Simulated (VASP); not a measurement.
# SnTe in VASP: further runs

Runs on SnTe. Level: PBE. Tasks: single point.

All numbers are computed with VASP 6.6.1; they aren't measurements. Logs are shortened: lines on timing, memory, paths and dates and some standing lists are left out, and cuts for length are marked.

## Step 1: The cell of the first run

The cell holds a slab with vacuum, 10 atoms: a = 4.535 Å, b = 4.535 Å, c = 27.826 Å, α = 90.00°, β = 90.00°, γ = 90.00°.

## Step 2: Single point, PBE ((1 0 0) slab cut from the bulk)

File INCAR:

```
PREC = Accurate ; ENCUT = 520
EDIFF = 1E-6 ; ISMEAR = 0
SIGMA = 0.05 ; LREAL = False
LASPH = True ; NELM = 60
ALGO = Fast ; ISIF = 2
LWAVE = False ; LCHARG = True
LDIPOL = True ; IDIPOL = 3
DIPOL = 0.5 0.5 0.500 ; GGA = PE
LELF = True ; LVHAR = True
LVACPOTAV = True ; NBANDS = 61
```

File KPOINTS:

```
regular mesh
0
Gamma
  8 8 1
```

File POSCAR:

```
SnTe
1.0
    4.5346574424      0.0000000000      0.0000000000
    0.0000000000      4.5346574424      0.0000000000
    0.0000000000      0.0000000000     27.8259481114
Sn Te
5 5
Direct
    0.5000000000      0.5000000000      0.2695325949
    0.0000000000      0.0000000000      0.3847662974
    0.5000000000      0.5000000000      0.5000000000
    0.0000000000      0.0000000000      0.6152337026
    0.5000000000      0.5000000000      0.7304674051
    0.0000000000      0.0000000000      0.2695325949
    0.5000000000      0.5000000000      0.3847662974
    0.0000000000      0.0000000000      0.5000000000
    0.5000000000      0.5000000000      0.6152337026
    0.0000000000      0.0000000000      0.7304674051
```

Potentials or basis: VASP PAW PBE potentials, release 64 (Sn_d, Te).

Launch:

```bash
$ cat potpaw_PBE.64/Sn_d/POTCAR potpaw_PBE.64/Te/POTCAR > POTCAR
$ mpirun -np 1 vasp_std > vasp.out
```

OUTCAR:

```text
PREC = Accurate
   ENCUT = 520
   EDIFF = 1E-6
   ISMEAR = 0
   LREAL = False
   LASPH = True
   NELM = 60
   ISIF = 2
   GGA = PE

 ion  position               nearest neighbor table
   1  0.500  0.500  0.270-   7 3.21   6 3.21   6 3.21   6 3.21   6 3.21
   2  0.000  0.000  0.385-   6 3.21   7 3.21   7 3.21   7 3.21   7 3.21   8 3.21
   3  0.500  0.500  0.500-   8 3.21   8 3.21   8 3.21   8 3.21   9 3.21   7 3.21
   4  0.000  0.000  0.615-  10 3.21   9 3.21   9 3.21   9 3.21   9 3.21   8 3.21
   5  0.500  0.500  0.730-   9 3.21  10 3.21  10 3.21  10 3.21  10 3.21
   6  0.000  0.000  0.270-   2 3.21   1 3.21   1 3.21   1 3.21   1 3.21
   7  0.500  0.500  0.385-   1 3.21   2 3.21   2 3.21   2 3.21   2 3.21   3 3.21
   8  0.000  0.000  0.500-   3 3.21   3 3.21   3 3.21   3 3.21   4 3.21   2 3.21
   9  0.500  0.500  0.615-   5 3.21   4 3.21   4 3.21   4 3.21   4 3.21   3 3.21
  10  0.000  0.000  0.730-   4 3.21   5 3.21   5 3.21   5 3.21   5 3.21

  LATTYP: Found a simple tetragonal cell.
 ALAT       =     4.5346574424
 C/A-ratio  =     6.1362844856

  Lattice vectors:

 A1 = (   4.5346574424,   0.0000000000,   0.0000000000)
 A2 = (   0.0000000000,   4.5346574424,   0.0000000000)
 A3 = (   0.0000000000,   0.0000000000,  27.8259481114)

Analysis of symmetry for initial positions (statically):
=====================================================================
 Subroutine PRICEL returns:
 Original cell was already a primitive cell.

 Routine SETGRP: Setting up the symmetry group for a
 simple tetragonal supercell.

 Subroutine GETGRP returns: Found 16 space group operations
 (whereof 16 operations were pure point group operations)
 out of a pool of 16 trial point group operations.

The static configuration has the point symmetry D_4h.

Analysis of symmetry for dynamics (positions and initial velocities):
=====================================================================
 Subroutine PRICEL returns:
 Original cell was already a primitive cell.

 Routine SETGRP: Setting up the symmetry group for a
 simple tetragonal supercell.

 Subroutine GETGRP returns: Found 16 space group operations
 (whereof 16 operations were pure point group operations)
 out of a pool of 16 trial point group operations.

The dynamic configuration has the point symmetry D_4h.

 Subroutine INISYM returns: Found 16 space group operations
 (whereof 16 operations are pure point group operations),
 and found     1 'primitive' translations

----------------------------------------------------------------------------------------

                                     Primitive cell

  volume of cell :     572.1883

  direct lattice vectors                    reciprocal lattice vectors
     4.534657442  0.000000000  0.000000000     0.220523824  0.000000000  0.000000000
     0.000000000  4.534657442  0.000000000     0.000000000  0.220523824  0.000000000
     0.000000000  0.000000000 27.825948111     0.000000000  0.000000000  0.035937679

  length of vectors
     4.534657442  4.534657442 27.825948111     0.220523824  0.220523824  0.035937679

  position of ions in fractional coordinates (direct lattice)
     0.500000000  0.500000000  0.269532595
     0.000000000  0.000000000  0.384766297
     0.500000000  0.500000000  0.500000000
     0.000000000  0.000000000  0.615233703
     0.500000000  0.500000000  0.730467405
     0.000000000  0.000000000  0.269532595
     0.500000000  0.500000000  0.384766297
     0.000000000  0.000000000  0.500000000
     0.500000000  0.500000000  0.615233703
     0.000000000  0.000000000  0.730467405

  ion indices of the primitive-cell ions
   primitive index   ion index
                 1           1
                 2           2
                 3           3
                 4           4
                 5           5
                 6           6
                 7           7
                 8           8
                 9           9
                10          10

----------------------------------------------------------------------------------------

 KPOINTS: regular mesh

Automatic generation of k-mesh.
 Grid dimensions read from file:
 generate k-points for:    8    8    1

 Generating k-lattice:

  Cartesian coordinates                     Fractional coordinates (reciprocal lattice)
     0.027565478  0.000000000  0.000000000     0.125000000  0.000000000  0.000000000
     0.000000000  0.027565478  0.000000000     0.000000000  0.125000000  0.000000000
     0.000000000  0.000000000  0.035937679     0.000000000  0.000000000  1.000000000

  Length of vectors
     0.027565478  0.027565478  0.035937679

  Shift w.r.t. Gamma in fractional coordinates (k-lattice)
     0.000000000  0.000000000  0.000000000

 Subroutine IBZKPT returns following result:
 ===========================================

 Found     15 irreducible k-points:

 Following reciprocal coordinates:
            Coordinates               Weight
  0.000000  0.000000  0.000000      1.000000
  0.125000  0.000000  0.000000      4.000000
  0.250000  0.000000  0.000000      4.000000
  0.375000  0.000000  0.000000      4.000000
  0.500000  0.000000  0.000000      2.000000
  0.125000  0.125000  0.000000      4.000000
  0.250000  0.125000  0.000000      8.000000
  0.375000  0.125000  0.000000      8.000000
  0.500000  0.125000  0.000000      4.000000
  0.250000  0.250000  0.000000      4.000000
  0.375000  0.250000  0.000000      8.000000
  0.500000  0.250000  0.000000      4.000000
  0.375000  0.375000  0.000000      4.000000
  0.500000  0.375000  0.000000      4.000000
  0.500000  0.500000  0.000000      1.000000
   k-points           NKPTS =     15   k-points in BZ     NKDIM =     15   number of bands    NBANDS=     61
   number of dos      NEDOS =    301   number of ions     NIONS =     10
   total plane-waves  NPLWV = 272160
   dimension x,y,z NGX =    36 NGY =   36 NGZ =  210
   dimension x,y,z NGXF=    72 NGYF=   72 NGZF=  420
   ions per type =               5   5
   NGX,Y,Z   is equivalent  to a cutoff of  13.20, 13.20, 12.55 a.u.
   NGXF,Y,Z  is equivalent  to a cutoff of  26.40, 26.40, 25.09 a.u.
 SYSTEM =  unknown system
   PREC   = accura    normal or accurate (medium, high low for compatibility)
   ISTART =      0    job   : 0-new  1-cont  2-samecut
   ICHARG =      2    charge: 1-file 2-atom 10-const
   ISPIN  =      1    spin polarized calculation?
   LNONCOLLINEAR =      F non collinear calculations
   LSORBIT =      F    spin-orbit coupling
   LASPH  =      T    aspherical Exc in radial PAW
   ENCUT  =  520.0 eV  38.22 Ry    6.18 a.u.   8.43  8.43 51.74*2*pi/ulx,y,z
   NELM   =     60;   NELMIN=  2; NELMDL= -5     # of ELM steps
   EDIFF  = 0.1E-05   stopping-criterion for ELM
   LREAL  =      F    real-space projection
   EDIFFG = 0.1E-04   stopping-criterion for IOM
   NSW    =      0    number of steps for IOM
   IBRION =     -1    ionic relax: 0-MD 1-quasi-New 2-CG
   NFREE  =      0    steps in history (QN), initial steepest desc. (CG)
   ISIF   =      2    stress and relaxation
   ISYM   =      2    0-nonsym 1-usesym 2-fastsym
   POTIM  = 0.5000    time-step for ionic-motion
   TEBEG  =    0.0;   TEEND  =   0.0 temperature during run
   PSTRESS=    0.0 pullay stress
   NELECT =     100.0000    total number of electrons
   NUPDOWN=      -1.0000    fix difference up-down
   EMIN   =  10.00;   EMAX   =-10.00  energy-range for DOS
   EFERMI =   0.00;   METHOD = LEGACY
   ISMEAR =     0;   SIGMA  =   0.05  broadening in eV -4-tet -1-fermi 0-gaus
   EFERMI_NEDOS =   21; number of points for ismear=-14 and -15
   IALGO  =     68    algorithm
   IMIX   =      4    mixing-type and parameters
     AMIX     =   0.40;   BMIX     =  1.00
     AMIX_MAG =   1.60;   BMIX_MAG =  1.00
  volume/ion in A,a.u.               =      57.22       386.13
  Fermi-wavevector in a.u.,A,eV,Ry     =   0.915297  1.729660 11.398524  0.837768
  Thomas-Fermi vector in A             =   2.040022
   LORBIT       =      0    0 simple, 1 ext, 2 COOP (PROOUT), +10 PAW based schemes
   GGA     = PE    functional components
   LHFCALC =     F    Hartree Fock is set to
   AEXX    =    0.0000 exact exchange contribution
   IVDW    =     0    specifies the selected vdW correction
   LEPSILON=     F    determine dielectric tensor
   LRPA    =     F    only Hartree local field effects (RPA)
 non-spin polarized calculation
 RMM-DIIS sequential band-by-band and
 Gauss-broadening in eV      SIGMA  =   0.05
  energy-cutoff  :      520.00
  volume of cell :      572.19
 maximum number of plane-waves:     15457
 NGX is ok and might be reduce to    36
   NGX = 17   NGY = 17   NGZ =103

 dipolmoment           0.000000      0.000000     -0.000000 electrons x Angstroem

 number of electron     100.0000040 magnetization

 dipolmoment           0.000000      0.000000      0.000000 electrons x Angstroem

 Free energy of the ion-electron system (eV)
  ---------------------------------------------------
  ext. energy  EPLUGINS =         0.00000000
  ---------------------------------------------------
  free energy    TOTEN  =       -37.25433856 eV

  energy without entropy =      -37.25433856  energy(sigma->0) =      -37.25433856

 E-fermi :   1.8607     XC(G=0):  -5.7845

 val. band max:        1.6511775526   @ k =   0.5000   0.0000   0.0000
 cond. band min:       2.0717719576   @ k =   0.5000   0.0000   0.0000
 fundamental gap:      0.4205944049
 Fermi energy:         1.8607371687

 k-point     1 :       0.0000    0.0000    0.0000
  band No.  band energies     occupation
      1     -20.0375      2.00000
      2     -20.0288      2.00000
      3     -20.0288      2.00000
      4     -20.0206      2.00000
      5     -20.0206      2.00000
      6     -20.0182      2.00000
[... 53 lines left out ...]
     60       5.4681      0.00000
     61       5.9072      0.00000

 k-point     2 :       0.1250    0.0000    0.0000
  band No.  band energies     occupation
      1     -20.0370      2.00000
      2     -20.0283      2.00000
      3     -20.0283      2.00000
      4     -20.0209      2.00000
      5     -20.0206      2.00000
      6     -20.0184      2.00000
[... 53 lines left out ...]
     60       5.1108      0.00000
     61       5.2075      0.00000

 k-point     3 :       0.2500    0.0000    0.0000
  band No.  band energies     occupation
      1     -20.0359      2.00000
      2     -20.0273      2.00000
      3     -20.0272      2.00000
      4     -20.0215      2.00000
      5     -20.0205      2.00000
      6     -20.0200      2.00000
[... 757 lines left out ...]
     60       6.1158      0.00000
     61       6.1667      0.00000

 k-point    15 :       0.5000    0.5000    0.0000
  band No.  band energies     occupation
      1     -20.0316      2.00000
      2     -20.0285      2.00000
      3     -20.0231      2.00000
      4     -20.0231      2.00000
      5     -20.0221      2.00000
      6     -20.0221      2.00000
[... 53 lines left out ...]
     60       6.3999      0.00000
     61       6.4002      0.00000

------------------------ aborting loop because EDIFF is reached ----------------------------------------

  FORCE on cell =-STRESS in cart. coord.  units (eV):
  Direction    XX          YY          ZZ          XY          YZ          ZX
  --------------------------------------------------------------------------------------
  -------------------------------------------------------------------------------------
  Total       -0.7738103     -0.7738103     -3.5703566      0.0000000      0.0000000     -0.0000000
  in kB       -2.1667367     -2.1667367     -9.9973118      0.0000000      0.0000000     -0.0000000
  external PRESSURE =      -4.7769284 kB  Pullay stress =       0.0000000 kB

 VOLUME and BASIS-vectors are now :
 -----------------------------------------------------------------------------
  energy-cutoff  :      520.00
  volume of cell :      572.19
      direct lattice vectors                 reciprocal lattice vectors
     4.534657442  0.000000000  0.000000000     0.220523824  0.000000000  0.000000000
     0.000000000  4.534657442  0.000000000     0.000000000  0.220523824  0.000000000
     0.000000000  0.000000000 27.825948111     0.000000000  0.000000000  0.035937679

 POSITION                                       TOTAL-FORCE (eV/Angst)
 -----------------------------------------------------------------------------------
      2.26733      2.26733      7.50000         0.000000      0.000000      0.438542
      0.00000      0.00000     10.70649         0.000000      0.000000     -0.331296
      2.26733      2.26733     13.91297         0.000000      0.000000      0.000000
      0.00000      0.00000     17.11946        -0.000000      0.000000      0.331296
      2.26733      2.26733     20.32595         0.000000     -0.000000     -0.438542
      0.00000      0.00000      7.50000         0.000000      0.000000      0.145228
      2.26733      2.26733     10.70649         0.000000     -0.000000     -0.290543
      0.00000      0.00000     13.91297         0.000000      0.000000      0.000000
      2.26733      2.26733     17.11946        -0.000000     -0.000000      0.290543
      0.00000      0.00000     20.32595         0.000000      0.000000     -0.145228
 -----------------------------------------------------------------------------------
    total drift:                                0.000000      0.000000      0.000000

  FREE ENERGIE OF THE ION-ELECTRON SYSTEM (eV)
  ---------------------------------------------------
  free  energy   TOTEN  =       -37.2543385626 eV

  energy  without entropy=      -37.2543385626  energy(sigma->0) =      -37.25433856

 vacuum level on the upper side and lower side of the slab         5.895         5.895
```

It took 14 min on 1 thread of AMD EPYC 9R45 (Zen 5), shared host; peak memory 0.77 GiB.

What came out:

* Free energy: -37.2543 eV
* Largest force: 0.439 eV/Å
* Band gap on the k mesh: 0.42 eV, direct
* Ionisation potential of the upper face: 4.24 eV

Forces on the atoms (eV/Å):
```
Sn   0.000  0.000  0.439
Sn   0.000  0.000 -0.331
Sn   0.000  0.000  0.000
Sn   0.000  0.000  0.331
Sn   0.000  0.000 -0.439
Te   0.000  0.000  0.145
Te   0.000  0.000 -0.291
Te   0.000  0.000  0.000
Te   0.000  0.000  0.291
Te   0.000  0.000 -0.145
```

Caveat: spin-orbit coupling is left out, which moves the levels of the heavy elements.

## Step 3: Single point, PBE ((1 0 0) slab cut from the bulk)

File INCAR:

```
SYSTEM = SnTe
PREC = Accurate
ENCUT = 520
EDIFF = 1E-6
ISMEAR = 0
SIGMA = 0.05
LREAL = .FALSE.
LASPH = .TRUE.
NELM = 80
ALGO = Fast
ISIF = 2
LWAVE = .FALSE.
LCHARG = .FALSE.
LDIPOL = .TRUE.
IDIPOL = 3
DIPOL = 0.5 0.5 0.500
GGA = PE
NBANDS = 28
```

File KPOINTS:

```
Automatic mesh
0
G
  8 8 1
  0 0 0
```

File POSCAR:

```
SnTe
1.0
    4.5346574383      0.0000000000      0.0000000000
    0.0000000000      4.5346574383      0.0000000000
    0.0000000000      0.0000000000     18.2064870250
Sn Te
2 2
Direct
    0.5000000000      0.5000000000      0.4119410840
    0.0000000000      0.0000000000      0.5880589160
    0.0000000000      0.0000000000      0.4119410840
    0.5000000000      0.5000000000      0.5880589160
```

Potentials or basis: VASP PAW PBE potentials, release 64 (Sn_d, Te).

Launch:

```bash
$ cat potpaw_PBE.64/Sn_d/POTCAR potpaw_PBE.64/Te/POTCAR > POTCAR
$ mpirun -np 1 vasp_std > vasp.out
```

OUTCAR:

```text
SYSTEM = SnTe
   PREC = Accurate
   ENCUT = 520
   EDIFF = 1E-6
   ISMEAR = 0
   LREAL = .FALSE.
   LASPH = .TRUE.
   NELM = 80
   ISIF = 2
   GGA = PE

 ion  position               nearest neighbor table
   1  0.500  0.500  0.412-   4 3.21   3 3.21   3 3.21   3 3.21   3 3.21
   2  0.000  0.000  0.588-   3 3.21   4 3.21   4 3.21   4 3.21   4 3.21
   3  0.000  0.000  0.412-   2 3.21   1 3.21   1 3.21   1 3.21   1 3.21
   4  0.500  0.500  0.588-   1 3.21   2 3.21   2 3.21   2 3.21   2 3.21

  LATTYP: Found a simple tetragonal cell.
 ALAT       =     4.5346574383
 C/A-ratio  =     4.0149641451

  Lattice vectors:

 A1 = (   4.5346574383,   0.0000000000,   0.0000000000)
 A2 = (   0.0000000000,   4.5346574383,   0.0000000000)
 A3 = (   0.0000000000,   0.0000000000,  18.2064870250)

Analysis of symmetry for initial positions (statically):
=====================================================================
 Subroutine PRICEL returns:
 Original cell was already a primitive cell.

 Routine SETGRP: Setting up the symmetry group for a
[... 172 lines left out ...]
 cond. band min:       0.2071596268   @ k =   0.2500   0.0000   0.0000
 fundamental gap:      0.8803773144
 Fermi energy:        -0.3937784055

 k-point     1 :       0.0000    0.0000    0.0000
  band No.  band energies     occupation
      1     -22.1976      2.00000
      2     -22.1914      2.00000
      3     -22.1758      2.00000
      4     -22.1758      2.00000
      5     -22.1716      2.00000
      6     -22.1716      2.00000
[... 454 lines left out ...]
     27       5.5259      0.00000
     28       5.5345      0.00000

------------------------ aborting loop because EDIFF is reached ----------------------------------------

 vacuum level on the upper side and lower side of the slab       (xc-potential included)        -0.129        -0.129

  FORCE on cell =-STRESS in cart. coord.  units (eV):
  Direction    XX          YY          ZZ          XY          YZ          ZX
  --------------------------------------------------------------------------------------
  -------------------------------------------------------------------------------------
  Total       -0.1824858     -0.1824858     -3.9586723      0.0000000      0.0000000      0.0000000
  in kB       -0.7809522     -0.7809522    -16.9412328      0.0000000      0.0000000      0.0000000
  external PRESSURE =      -6.1677124 kB  Pullay stress =       0.0000000 kB

 VOLUME and BASIS-vectors are now :
 -----------------------------------------------------------------------------
  energy-cutoff  :      520.00
  volume of cell :      374.38
      direct lattice vectors                 reciprocal lattice vectors
     4.534657438  0.000000000  0.000000000     0.220523824  0.000000000  0.000000000
     0.000000000  4.534657438  0.000000000     0.000000000  0.220523824  0.000000000
     0.000000000  0.000000000 18.206487025     0.000000000  0.000000000  0.054925478

 POSITION                                       TOTAL-FORCE (eV/Angst)
 -----------------------------------------------------------------------------------
      2.26733      2.26733      7.50000         0.000000     -0.000000      0.763349
      0.00000      0.00000     10.70649        -0.000000      0.000000     -0.763349
      0.00000      0.00000      7.50000        -0.000000      0.000000      0.463090
      2.26733      2.26733     10.70649        -0.000000     -0.000000     -0.463090
 -----------------------------------------------------------------------------------
    total drift:                                0.000000      0.000000      0.000000

  FREE ENERGIE OF THE ION-ELECTRON SYSTEM (eV)
  ---------------------------------------------------
  free  energy   TOTEN  =       -14.6071992785 eV

  energy  without entropy=      -14.6071992785  energy(sigma->0) =      -14.60719928

 vacuum level on the upper side and lower side of the slab         3.414         3.414
```

Run time: 2.6 min. Hardware: 1 thread of Intel Xeon 6975P-C (Granite Rapids), shared host; peak memory 0.5 GiB.

Results:

| Property | Result |
| --- | --- |
| Free energy | -14.6072 eV |
| Largest force | 0.763 eV/Å |
| Band gap on the k mesh | 0.88 eV, indirect (least direct gap 1.12 eV) |

Forces on the atoms (eV/Å):
```
Sn   0.000  0.000  0.763
Sn   0.000  0.000 -0.763
Te   0.000  0.000  0.463
Te   0.000  0.000 -0.463
```

Caveat: spin-orbit coupling is left out, which moves the levels of the heavy elements.
